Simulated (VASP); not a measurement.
Here is a VASP 6.6.1 calculation.

Contents of POSCAR:

```
PbO2
1.0
    0.0000000000      2.7019920000      2.7019920000
    2.7019920000      0.0000000000      2.7019920000
    2.7019920000      2.7019920000      0.0000000000
Pb O
1 2
Direct
   -0.0062356301     -0.0285931082      0.0169940006
    0.7434360984      0.7214979133      0.7673794350
    0.2434635318      0.2211541949      0.2677005644
```

File INCAR.step1:

```
SYSTEM = PbO2
PREC = Accurate
ENCUT = 520
ISMEAR = -1
SIGMA = 0.05
LREAL = .False.
LASPH = .True.
NELM = 100
NBANDS = 20
GGA = PE
ALGO = Normal
EDIFF = 1E-4
LWAVE = .True.
LCHARG = .False.
```

Contents of INCAR.step2:

```
SYSTEM = PbO2
PREC = Accurate
ENCUT = 520
EDIFF = 1E-7
ISMEAR = -1
SIGMA = 0.05
LREAL = .False.
LASPH = .True.
NELM = 100
ALGO = Normal
ISIF = 2
LWAVE = .False.
LCHARG = .False.
METAGGA = R2SCAN
LMIXTAU = .True.
IVDW = 13
VDW_S6 = 1.0
VDW_S8 = 0.6018749
VDW_A1 = 0.51559235
VDW_A2 = 5.77342911
NBANDS = 20
ISTART = 1
```

KPOINTS

```
Automatic mesh
0
Gamma
  7 7 7
  0.5 0.5 0.5
```

Potentials or basis: VASP PAW PBE potentials, release 64 (Pb_d, O).

The run is started by

```console
$ cat potpaw_PBE.64/Pb_d/POTCAR potpaw_PBE.64/O/POTCAR > POTCAR
$ cp INCAR.step1 INCAR
$ mpirun -np 1 vasp_std > vasp.out
$ cp INCAR.step2 INCAR
$ mpirun -np 1 vasp_std > vasp.out
```

Problem. What does it give for the dispersion energy per atom?

Solution. -0.099 eV.

Problem. What does it give for the band gap on the k mesh?

Solution. None (metal or under the smearing width).

Forces in eV/Å, atoms in the order of the input:
```
Pb   0.007  0.004 -0.006
O   -0.004  0.003 -0.001
O   -0.003 -0.007  0.007
```

Caveat: the PAW data sets were made with another functional, which shifts forces and pressure a little. The run has no spin-orbit coupling, so splittings on Pb are missing.
